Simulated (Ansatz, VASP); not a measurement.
# CdS (Hawleyite) in two plane-wave programs

Aim: how closely do two programs agree when they are given the same cell, functional and k mesh? The cell is taken from a series of VASP runs on this material, whose earlier steps may have relaxed, scaled or displaced it; both programs get it as it stands.

Method: plane waves, with VASP 6.6.1 beside it; relaxation of cell and atoms at LDA and band structure at PBE0, in Ansatz 0.2.0.

**1. The starting structure**

It takes space group F-43m (No. 216, cubic). Conventional cell: a = 5.769 Å, b = 5.769 Å, c = 5.769 Å, α = 90.00°, β = 90.00°, γ = 90.00°. Cd has 4 S at 2.50 Å nearest. Nearest to S lie 4 Cd at 2.50 Å. Farther neighbours and most contacts between anions are not listed.

**2. Ansatz: relaxation of cell and atoms, LDA**

Ansatz runs on its default PAW (the set named soft_2) files.

The relaxed volume is the usual yardstick between codes: its relative difference is about their pressure difference at one cell divided by the bulk modulus.

File input.yaml:

```yaml
crystal:
  lattice:
    - [0.0, 2.8846790679, 2.8846790679]
    - [2.8846790679, 0.0, 2.8846790679]
    - [2.8846790679, 2.8846790679, 0.0]
  atoms:
    - { symbol: Cd, position: [0.0, 0.0, 0.0] }
    - { symbol: S, position: [0.75, 0.75, 0.75] }
hamiltonian:
  xc: lda
  pseudopotentials: { kind: paw }
kpoints:
  mp_grid: { grid: [6, 6, 6] }
scf:
  occupations: { method: gaussian, width: 0.03 }
relax:
  f_tol: 0.01
  max_steps: 60
  cell: { stress_tol: 0.05 }
output:
  forces: true
  stress: true
```

The run is started by

```console
ansatz run input.yaml --threads 4 --pin off --max-ram 9216MiB --backend cpu --events-out ev --progress --plain --runs-dir out
```

Numbers of over 12 decimals in the logs are rounded to 6 here.

The log of the run:

```text
Engine: ansatz 0.2.0, aarch64-unknown-linux-gnu
Pseudopotentials: kind: paw
Pseudopotential: Cd, paw, valence charge 20, recommended cutoff 420 eV (normal), Cd.paw.azcp
Pseudopotential: S, paw, valence charge 6, recommended cutoff 420 eV (normal), S.paw.azcp
Functional definition: SPW92
  exchange = slater_x
  correlation = pw_c
Crystal: 2 atoms, lattice volume = 48.009 Å³
Basis set: ecut = 420 eV, 941 PW (Γ)
Bands: 17, of which v1, the nominal top of the filled ones, is band 13 counted from 1 (12 counted from 0)
Symmetry: 24 space group operations
Space group: F-43m (ITA 216), of the structure as read, at distance tolerance 3.6e-5 Å
k-points: 16 of 216 (time reversal used)
Non-local potential: Cd, projectors of the file, l = 0: 3, l = 1: 2, l = 2: 2, l = 3: 1
Non-local potential: S, projectors of the file, l = 0: 2, l = 1: 2, l = 2: 2
PAW form: soft (Blöchl's): semilocal exchange-correlation on the pseudo side does not see the compensation charge
PAW frozen core: Cd, regenerated for the run's functional, and the local potential with it (the file was generated under x = pbe(κ = 0.804, μ = 0.219515), c = pbe(β = 0.066725))
PAW frozen core: S, regenerated for the run's functional, and the local potential with it (the file was generated under x = pbe(κ = 0.804, μ = 0.219515), c = pbe(β = 0.066725))
PAW one-centre angular grid: Cd, 590 points (default); XC on 64 Gauss nodes
PAW one-centre angular grid: S, 110 points (default); XC on 64 Gauss nodes
Initial density: superposition of atomic densities (neutral atoms: chi_scale 0, normalization atom), corrected by the library's trained network
Initial wavefunctions: pseudopotential atomic-orbital guess
Functional: x = slater, c = lda
SCF iter   1: F=—  HF=-8988.651705 eV  |F-HF|=—  |Δ(HF+E_count)|=         —  Δρ=8.36e-3  dr2=3.18e-2  ethr=1.77e-3  ⟨swp⟩=5.7  Hψ=1347  notcnv=0
preconditioner: auto → none  [insulator: Δε(μ)=0.836 eV  Ē_g=12.283 eV  σ=0.030 eV  W_gap=1.00  n_scr=14 (ndim 8)  ℏωp=22.7 eV  f_vac=0.122  D(μ)=0.00/eV (n_scr^D=0)  ε∞_Penn≈4.4]
SCF iter   2: F=—  HF=-8988.641833 eV  |F-HF|=—  |Δ(HF+E_count)|=   9.87e-3  Δρ=2.56e-3  dr2=1.32e-3  ethr=1.22e-4  ⟨swp⟩=2.0  Hψ=592  notcnv=0
SCF iter   3: F=—  HF=-8988.641418 eV  |F-HF|=—  |Δ(HF+E_count)|=   4.15e-4  Δρ=1.13e-3  dr2=2.75e-4  ethr=5.06e-6  ⟨swp⟩=2.8  Hψ=475  notcnv=0
SCF iter   4: F=—  HF=-8988.641340 eV  |F-HF|=—  |Δ(HF+E_count)|=   7.75e-5  Δρ=1.92e-4  dr2=1.65e-5  ethr=1.06e-6  ⟨swp⟩=2.0  Hψ=419  notcnv=0
SCF iter   5: F=—  HF=-8988.641358 eV  |F-HF|=—  |Δ(HF+E_count)|=   1.76e-5  Δρ=3.14e-5  dr2=2.32e-7  ethr=6.34e-8  ⟨swp⟩=2.0  Hψ=400  notcnv=0
SCF iter   6: F=-8988.641358 eV  HF=-8988.641358 eV  |F-HF|=1.26e-8  |Δ(HF+E_count)|=   8.54e-8  Δρ=7.62e-6  dr2=1.66e-8  ethr=3.85e-10  ⟨swp⟩=4.0  Hψ=896  notcnv=0
SCF 1 converged in 6 iterations: F = -8988.641358 eV  dr2 = 1.66e-8
  greatest PAW one-centre occupation: 1.000 electrons in one spin orbital (limit 2), on the Cd atom at site 0 (counted from 0), in its partial waves of l = 0
relax step   1: F+E_penalty+E_count = -8988.64135769 eV  Δ(F+E_penalty+E_count) = +0.000e0 eV  max|allowed force component| = 1.527e-16 eV/Å  Δτ_max = 0.0000 Å  P = -0.436 GPa  Ω = 48.009 Å³  (6 SCF iters, dr2 threshold 1.00e-7 eV, accepted)
[...]
relax step   2: F+E_penalty+E_count = -8988.64181377 eV  Δ(F+E_penalty+E_count) = -4.561e-4 eV  max|allowed force component| = 4.221e-17 eV/Å  Δτ_max = 0.0000 Å  P = -0.017 GPa  Ω = 47.710 Å³  energy of the carried Pulay correction = +3.163e-5 eV  (4 SCF iters, dr2 threshold 2.00e-7 eV, accepted)
[...]
relax step   3: F+E_penalty+E_count = -8988.64178533 eV  Δ(F+E_penalty+E_count) = +2.844e-5 eV  max|allowed force component| = 3.585e-17 eV/Å  Δτ_max = 0.0000 Å  P = -0.017 GPa  Ω = 47.710 Å³  stress off target by 1.65e-2 GPa  SCF on the basis re-selected at this cell (its energy is not comparable with the rows above)  (5 SCF iters)
basis re-selected at this cell: Δ(F+E_penalty+E_count) = +2.844e-5 eV, ΔP = +0.000 GPa vs the last step (what re-selecting the basis moved, of the pressure what is left beyond the Pulay correction that the steps carried, after the strain that the cell walked since its last selection, with what the two solves' SCF thresholds leave and, on support functions, any second-order correction that the steps lacked; it is no m [...]
SCF converged after 5 iterations
Free energy (F): -8988.641785 eV
Harris-Foulkes:  -8988.641785 eV  (|F-HF|=1.82e-12)
Internal energy: -8988.641785 eV  (E = F + TS)
E sigma→0 (E₀):  -8988.641785 eV
Fermi energy:    7.673790 eV
--- Per-component energies (eV) ---
  E_band       = -501.886818
  E_kinetic    = 612.879221
  E_local      = -3959.259863  (includes V_loc(G=0)·N_el)
  E_nonlocal   = 70.392535
  E_hartree    = 1815.111017
  E_xc         = -271.943708
  E_vxc        = -309.357142  (∫ρ·V_xc dr)
  E_paw        = -4516.216746  (= ΣΔE_a)
  E_vpaw       = -546.763609  (= ΣTr[D̂ρ^β])
  E_aug_tail   = 0.000013  (compensation charges beyond the density's cutoff)
  E_ewald      = -2740.524019
  E_core_change = 0.919766  (= ΣΔE_core)
  E_smearing   = -0.000000  (= −TS)
  E_closure    = 0.000000  (closes the sum)
  Σ components = -8988.641785   (vs F -8988.641785, Δ=0.00e0)
--- Forces (eV/Å), atoms counted from 1 ---
  atom   1  Cd    -0.00000000     0.00000000     0.00000000
  atom   2  S      0.00000000    -0.00000000    -0.00000000
  max |Σ_I F_I| component: 4.16e-17 eV/Å
--- Stress (GPa, compression-positive) ---
       -0.016529      -0.000000       0.000000
       -0.000000      -0.016529       0.000000
        0.000000       0.000000      -0.016529
  P = ⅓ Tr σ = -0.0165 GPa (-0.165 kbar)
--- Relaxed structure (2 steps of the walk, 2 accepted, 1 SCFs on fresh bases) ---
  F+E_penalty+E_count = -8988.64178533 eV   max|allowed force component| = 3.585e-17 eV/Å   (the final SCF, on the basis selected at the relaxed cell)
  cell:  # Å, volume = 47.7098 Å³
    - [0, 2.878675, 2.878675]
    - [2.878675, 0, 2.878675]
    - [2.878675, 2.878675, 0]
  atoms:
    - { symbol: Cd, position: [0, 0, 0] }
    - { symbol: S, position: [0.750000, 0.750000, 0.750000] }
```

Run time: 1.1 s. Hardware: 4 threads of Arm Neoverse V1, shared host; peak memory 0.31 GiB; 3.4 s of CPU time.

**3. VASP: relaxation of cell and atoms, LDA**

The same cell, functional (in two slightly different forms), mesh and smearing now go to VASP, with its own data sets and cutoff.

Lines of VASP's logs that name or quote its potential files are left out, and so is its time.

File INCAR:

```
SYSTEM = CdS
PREC = Accurate
ENCUT = 450
EDIFF = 1E-06
NELM = 100
ISMEAR = 0
SIGMA = 0.03
LREAL = .FALSE.
ALGO = Normal
GGA = CA
NBANDS = 15
LORBIT = 11
LWAVE = .FALSE.
LCHARG = .FALSE.
KPAR = 4
IBRION = 2
NSW = 50
ISIF = 3
EDIFFG = -0.006
```

File POSCAR:

```
CdS
1.0
    0.0000000000      2.8846790679      2.8846790679
    2.8846790679      0.0000000000      2.8846790679
    2.8846790679      2.8846790679      0.0000000000
Cd S
1 1
Direct
    0.0000000000      0.0000000000      0.0000000000
    0.7500000000      0.7500000000      0.7500000000
```

File KPOINTS:

```
Automatic mesh
0
Gamma
6 6 6
0 0 0
```

The projector-augmented-wave data sets are Cd and S (LDA family, release 64).

The run is started by

```console
mpirun -np 4 vasp_std
```

The log of the run:

```text
[banner, memory and clock lines left out]
running    4 mpi-ranks, on    1 nodes
 distrk:  each k-point on    1 cores,    4 groups
 distr:  one band on    1 cores,    1 groups

 POSCAR found type information on POSCAR CdS
 POSCAR found :  2 types and       2 ions
 LDA part: xc-table for (Slater(with rela. corr.)+CA(PZ))
 , standard interpolation
 POSCAR, INCAR and KPOINTS ok, starting setup
 FFT: planning ... GRIDC
 FFT: planning ... GRID_SOFT
 FFT: planning ... GRID
 WAVECAR not read
 entering main loop
       N       E                     dE             d eps       ncg     rms          rms(c)
DAV:   1     0.996166217368E+02    0.99617E+02   -0.84243E+03   488   0.982E+02
DAV:   2    -0.397934814181E+01   -0.10360E+03   -0.97460E+02   578   0.255E+02
DAV:   3    -0.789587589601E+01   -0.39165E+01   -0.39094E+01   585   0.514E+01
DAV:   4    -0.791976479910E+01   -0.23889E-01   -0.23887E-01   585   0.397E+00
DAV:   5    -0.792010769027E+01   -0.34289E-03   -0.34289E-03   620   0.445E-01    0.870E+00
DAV:   6    -0.743558081995E+01    0.48453E+00   -0.81434E-01   705   0.127E+01    0.679E+00
DAV:   7    -0.740902667806E+01    0.26554E-01   -0.17055E-01   606   0.313E+00    0.315E+00
DAV:   8    -0.740404714523E+01    0.49795E-02   -0.19037E-02   529   0.184E+00    0.258E-01
DAV:   9    -0.740358570819E+01    0.46144E-03   -0.23339E-03   620   0.796E-01    0.525E-02
DAV:  10    -0.740357041434E+01    0.15294E-04   -0.20105E-04   564   0.186E-01    0.557E-02
DAV:  11    -0.740358109254E+01   -0.10678E-04   -0.40236E-05   571   0.654E-02    0.172E-02
DAV:  12    -0.740357660322E+01    0.44893E-05   -0.18774E-05   697   0.600E-02    0.640E-03
DAV:  13    -0.740357666654E+01   -0.63325E-07   -0.12436E-06   412   0.944E-03
   1 F= -.74035767E+01 E0= -.74035767E+01  d E =-.740358E+01
 curvature:   0.00 expect dE= 0.000E+00 dE for cont linesearch  0.000E+00
 trial: gam= 0.00000 g(F)=  0.351E-47 g(S)=  0.120E-04 ort = 0.000E+00 (trialstep = 0.100E+01)
 search vector abs. value=  0.120E-04
 bond charge predicted
       N       E                     dE             d eps       ncg     rms          rms(c)
DAV:   1    -0.740373121067E+01   -0.15461E-03   -0.28179E-03   543   0.685E-01    0.928E-02
DAV:   2    -0.740359452052E+01    0.13669E-03   -0.31597E-04   578   0.281E-01    0.346E-02
DAV:   3    -0.740358196042E+01    0.12560E-04   -0.30628E-05   613   0.631E-02    0.284E-02
DAV:   4    -0.740358048218E+01    0.14782E-05   -0.20334E-06   492   0.141E-02    0.559E-03
DAV:   5    -0.740358035875E+01    0.12343E-06   -0.26010E-07   303   0.896E-03
   2 F= -.74035804E+01 E0= -.74035804E+01  d E =-.369221E-05
 trial-energy change:   -0.000004  1 .order   -0.000003   -0.000012    0.000007
 step:   0.6348(harm=  0.6348)  dis= 0.00000  next Energy=    -7.403580 (dE=-0.380E-05)
 reached required accuracy - stopping structural energy minimisation
```

Parts of OUTCAR (step 3):

```text
ion  position               nearest neighbor table
   1  0.000  0.000  0.000-   2 2.50   2 2.50   2 2.50   2 2.50
   2  0.750  0.750  0.750-   1 2.50   1 2.50   1 2.50   1 2.50

  LATTYP: Found a face centered cubic cell.
 ALAT       =     5.7693581358

 Subroutine GETGRP returns: Found 24 space group operations
 (whereof 24 operations were pure point group operations)

The static configuration has the point symmetry T_d .

 Found     16 irreducible k-points:

   k-points           NKPTS =     16   k-points in BZ     NKDIM =     16   number of bands    NBANDS=     15

   dimension x,y,z NGX =    28 NGY =   28 NGZ =   28
   dimension x,y,z NGXF=    56 NGYF=   56 NGZF=   56

   ENCUT  =  450.0 eV  33.07 Ry    5.75 a.u.   7.06  7.06  7.06*2*pi/ulx,y,z

   NELECT =      18.0000    total number of electrons

 k-points in reciprocal lattice and weights: Automatic mesh
   0.00000000  0.00000000  0.00000000       0.005
   0.16666667  0.00000000  0.00000000       0.037
   0.33333333  0.00000000  0.00000000       0.037
   0.50000000  0.00000000  0.00000000       0.019
   0.16666667  0.16666667  0.00000000       0.028
   0.33333333  0.16666667  0.00000000       0.111
   0.50000000  0.16666667  0.00000000       0.111
  -0.33333333  0.16666667  0.00000000       0.111
  -0.16666667  0.16666667  0.00000000       0.056
[...]
-0.33333333  0.33333333  0.16666667       0.111
  -0.33333333  0.50000000  0.16666667       0.056

 average (electrostatic) potential at core
       1 -39.8924       2 -89.6155

 E-fermi :   1.5936

 k-point     1 :       0.0000    0.0000    0.0000
  band No.  band energies     occupation
    ...
      5      -5.9505      2.00000
      6      -5.9505      2.00000
      7       1.4333      2.00000
      8       1.4333      2.00000
      9       1.4333      2.00000
     10       2.3962      0.00000
     11       7.7823      0.00000
     12       7.7823      0.00000
     13       7.7823      0.00000
     14      12.6952      0.00000
    ...

 k-point     2 :       0.1667    0.0000    0.0000
  band No.  band energies     occupation
    ...
      5      -5.9517      2.00000
      6      -5.9517      2.00000
      7      -0.1888      2.00000
      8       1.2080      2.00000
      9       1.2080      2.00000
     10       3.6130      0.00000
     11       7.4463      0.00000
     12       8.1187      0.00000
     13       8.1187      0.00000
     14      12.0532      0.00000
    ...

 k-point     3 :       0.3333    0.0000    0.0000
  band No.  band energies     occupation
    ...
      5      -5.9326      2.00000
      6      -5.9326      2.00000
      7      -2.1989      2.00000
      8       0.8012      2.00000
      9       0.8012      2.00000
     10       4.2423      0.00000
     11       8.0181      0.00000
     12       8.3551      0.00000
     13       8.3551      0.00000
     14      12.2146      0.00000
    ...

  Total        0.0073952      0.0073952      0.0073952      0.0000000      0.0000000      0.0000000
  in kB        0.2470256      0.2470256      0.2470256      0.0000000      0.0000000      0.0000000
  external PRESSURE =       0.2470256 kB  Pullay stress =       0.0000000 kB

  energy-cutoff  :      450.00
  volume of cell :       47.96
      direct lattice vectors                 reciprocal lattice vectors
    -0.000000000  2.883784461  2.883784461    -0.173383277  0.173383277  0.173383277
     2.883784461  0.000000000  2.883784461     0.173383277 -0.173383277  0.173383277
     2.883784461  2.883784461  0.000000000     0.173383277  0.173383277 -0.173383277

 POSITION                                       TOTAL-FORCE (eV/Angst)
 -----------------------------------------------------------------------------------
      2.88378      0.00000      2.88378        -0.000000      0.000000     -0.000000
      4.32568      4.32568      4.32568         0.000000     -0.000000      0.000000
 -----------------------------------------------------------------------------------
    total drift:                               -0.000000     -0.000000     -0.000000

  FREE ENERGIE OF THE ION-ELECTRON SYSTEM (eV)
  ---------------------------------------------------
  free  energy   TOTEN  =        -7.4035803588 eV

  energy  without entropy=       -7.4035803588  energy(sigma->0) =       -7.40358036

 reached required accuracy - stopping structural energy minimisation

 total charge
# of ion       s       p       d       tot
------------------------------------------
    1        0.448   0.355   9.554  10.357
    2        1.322   2.392   0.000   3.713
--------------------------------------------------
tot          1.770   2.747   9.554  14.070

[... 3 further parts left out ...]
```

CONTCAR:

```
CdS
   1.00000000000000
    -0.0000000000000000    2.8837844606966807    2.8837844606966807
     2.8837844606966807    0.0000000000000000    2.8837844606966807
     2.8837844606966807    2.8837844606966807    0.0000000000000000
  Cd              S
     1     1
Direct
     0.0000000000000000    1.0000000000000000    0.0000000000000000
     0.7500000000000000    0.7500000000000000    0.7500000000000000
```

**4. Comparison**

Known differences besides the potentials themselves: the two LDA forms differ slightly; both relaxations stop at a tolerance, which leaves soft axes loose, and VASP keeps its plane-wave basis; the data sets hold 26 valence electrons in Ansatz (default PAW (the set named soft_2) files) and 18 in VASP; the cutoff is 420 eV in Ansatz and 450 eV in VASP; VASP's log shows a relativistic correction to its local exchange, Ansatz's none; Ansatz adds a Pulay correction to the stress that steers its cell, VASP none. Total energies have different zeros and are not compared.

Compared:

```
                                         quantity  Ansatz   VASP  difference
                                      volume (Å³)   47.71  47.96     -0.53 %
edge a after relaxation, in the typed setting (Å)   4.071  4.078     -0.18 %
```

The walks stopped with -0.02 GPa left in Ansatz and 0.02 GPa in VASP; each walk ends within a tolerance, so the volume difference is uncertain by about these residues over the bulk modulus, most in soft cells.

**5. Ansatz: band structure, PBE0**

The same path points are solved in both programs, so levels can be compared one by one. The cell compared in this pair holds 49.62 Å³, against 48.01 Å³ for the pair before.

The cell is taken from a series of VASP runs on this material, whose earlier steps may have relaxed, scaled or displaced it; both programs get it as it stands.

File input.yaml:

```yaml
crystal:
  lattice:
    - [0.0, 2.9165, 2.9165]
    - [2.9165, 0.0, 2.9165]
    - [2.9165, 2.9165, 0.0]
  atoms:
    - { symbol: Cd, position: [0.0, 0.0, 0.0] }
    - { symbol: S, position: [0.75, 0.75, 0.75] }
hamiltonian:
  xc: pbe0
  pseudopotentials: { kind: paw }
kpoints:
  mp_grid: { grid: [4, 4, 4] }
  band_path:
    path:
      - [0.0, 0.0, 0.0]
      - [0.5, 0.0, 0.5]
      - [0.5, 0.22222, 0.72222]
      - [0.40278, 0.34722, 0.75]
      - [0.125, 0.125, 0.25]
      - [0.27778, 0.27778, 0.27778]
      - [0.55556, 0.38889, 0.55556]
      - [0.58333, 0.25, 0.66667]
      - [0.5, 0.30556, 0.69444]
      - [0.48611, 0.48611, 0.52778]
      - [0.625, 0.25, 0.625]
      - [0.5, 0.0, 0.5]
    npoints: 1
scf:
  occupations: { method: gaussian, width: 0.03 }
  n_extra_bands: 7
output:
  forces: true
  stress: true
  eigenvalues: true
  write_density: true
  write_potential: true
  elf: true
  volumetric_format: npy
```

The run is started by

```console
ansatz run input.yaml --threads 4 --pin off --max-ram 9216MiB --backend cpu --events-out ev --progress --plain --runs-dir out
```

The log of the run:

```text
[...]
--- Band table (eV; the first three rows and the last of 8) ---
  k-point 0: bands = [... 9 lower, -2.5544, 5.9019, 5.9019, 5.9019, 8.7553, 14.3339, 14.3339, 14.3339, ... 3 higher]
  k-point 1: bands = [... 9 lower, -2.5513, 3.2470, 5.4738, 5.4738, 10.4652, 14.0524, 14.8668, 14.8668, ... 3 higher]
  k-point 2: bands = [... 9 lower, -2.1341, 1.1552, 5.0862, 5.0862, 10.7246, 14.7824, 14.7824, 15.2875, ... 3 higher]
  k-point 7: bands = [... 9 lower, -1.8630, 1.7401, 3.4784, 3.4978, 13.0284, 13.4249, 15.0632, 15.7164, ... 3 higher]
[key lines of the parts left out:]
Free energy (F): -9161.703671 eV
Fermi energy:    7.328792 eV
P = ⅓ Tr σ = 1.6987 GPa (16.987 kbar)
```

It took 15 s on 4 threads; peak memory 0.66 GiB; 56 s of CPU time.

(Part 1 of 2 ends here.)

[Lines on the potential files, build, host, timing and source positions are cut from VASP's logs without a mark.]

[Logs are printed without paths, hosts, clocks, repeated set-up lines and the standing remarks that a program may print on its own settings, such as how far it seeks lower states.]

[Hosts, paths, dates, database ids (printed as entryN), source tags and the programs' standing remarks are cut or masked in the printed files.]
